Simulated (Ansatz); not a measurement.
Molecular dynamics on a 1×1×1 supercell (2 atoms) of BaTe (zincblende), relaxed with r2SCAN. Forces come from r2SCAN in Ansatz: constant energy and volume (NVE), velocities drawn at 1300 K, steps of 2 fs. Spin polarisation is off, nuclei are classical, and the run is far too short for thermal averages. The structure comes from a prototype and may be hypothetical.

```yaml
crystal:
  lattice:
    - [0.0, 3.9141586715, 3.9141586715]
    - [3.9141586715, 0.0, 3.9141586715]
    - [3.9141586715, 3.9141586715, 0.0]
  atoms:
    - { symbol: Ba, position: [0.0, 0.0, 0.0] }
    - { symbol: Te, position: [0.25, 0.25, 0.25] }
kpoints:
  mp_grid: { grid: [4, 4, 4] }
hamiltonian:
  xc: r2scan
scf:
  occupations: { method: fermi_dirac, width: 0.112 }
md:
  ensemble: nve
  temperature: 1300
  timestep: 2.0
  n_steps: 40
  initial_velocities: maxwell_boltzmann
  seed: 7391
```

Command: `ansatz run input.yaml --threads 4 --pin off --max-ram 3686MiB --backend cpu --events-out ev --progress --plain --runs-dir out`. Wall time 100 s on 4 threads of Arm Neoverse V2 (shared host); peak host memory 0.81 GiB.

Problem. How do temperature and energy develop?

Solution. The temperature goes from 1300 K to 95 K in 80 fs. The atoms start on their lattice sites with kinetic energy alone, so much of it first passes into potential energy. The conserved energy stays within 0.03 meV an atom. By the last step the atoms have moved 0.19 Å in the root mean square, the drift of the whole cell taken out, 0.19 Å at most.
```
step  t (fs)  T (K)  free energy F from step 0 (meV/atom)  kinetic energy (meV/atom)  largest force (eV/Å)
   0       0   1300                                   0.0                       84.0                  0.00
   1       2   1298                                   0.1                       83.9                  0.04
   2       4   1292                                   0.5                       83.5                  0.08
   3       6   1281                                   1.2                       82.8                  0.11
   4       8   1267                                   2.1                       81.9                  0.15
   5      10   1249                                   3.3                       80.7                  0.19
   6      12   1228                                   4.7                       79.4                  0.22
   7      14   1203                                   6.3                       77.8                  0.25
   8      16   1175                                   8.1                       76.0                  0.29
   9      18   1145                                  10.0                       74.0                  0.32
  10      20   1111                                  12.2                       71.8                  0.35
  11      22   1076                                  14.5                       69.5                  0.38
  12      24   1038                                  17.0                       67.1                  0.41
  13      26    998                                  19.6                       64.5                  0.44
  14      28    956                                  22.2                       61.8                  0.47
  15      30    913                                  25.0                       59.0                  0.49
  16      32    869                                  27.9                       56.2                  0.52
  17      34    824                                  30.8                       53.3                  0.54
  18      36    779                                  33.7                       50.3                  0.57
  19      38    733                                  36.7                       47.4                  0.59
  20      40    687                                  39.6                       44.4                  0.61
  21      42    642                                  42.6                       41.5                  0.64
  22      44    597                                  45.5                       38.6                  0.66
  23      46    552                                  48.3                       35.7                  0.67
  24      48    509                                  51.1                       32.9                  0.69
  25      50    467                                  53.9                       30.2                  0.71
  26      52    427                                  56.5                       27.6                  0.72
  27      54    388                                  59.0                       25.1                  0.74
  28      56    351                                  61.4                       22.7                  0.75
  29      58    316                                  63.6                       20.4                  0.76
  30      60    283                                  65.8                       18.3                  0.77
  31      62    253                                  67.7                       16.3                  0.78
  32      64    225                                  69.5                       14.5                  0.78
  33      66    199                                  71.2                       12.9                  0.79
  34      68    176                                  72.7                       11.4                  0.79
  35      70    156                                  74.0                       10.1                  0.79
  36      72    139                                  75.1                        9.0                  0.79
  37      74    124                                  76.0                        8.0                  0.79
  38      76    112                                  76.8                        7.2                  0.79
  39      78    102                                  77.4                        6.6                  0.78
  40      80     95                                  77.9                        6.2                  0.78
```

Positions (Å) and forces (eV/Å) at step 40:
```
Ba   0.109   0.133  -0.061    -0.456  -0.630  -0.029
Te   1.840   1.814   2.023     0.456   0.630   0.029
```
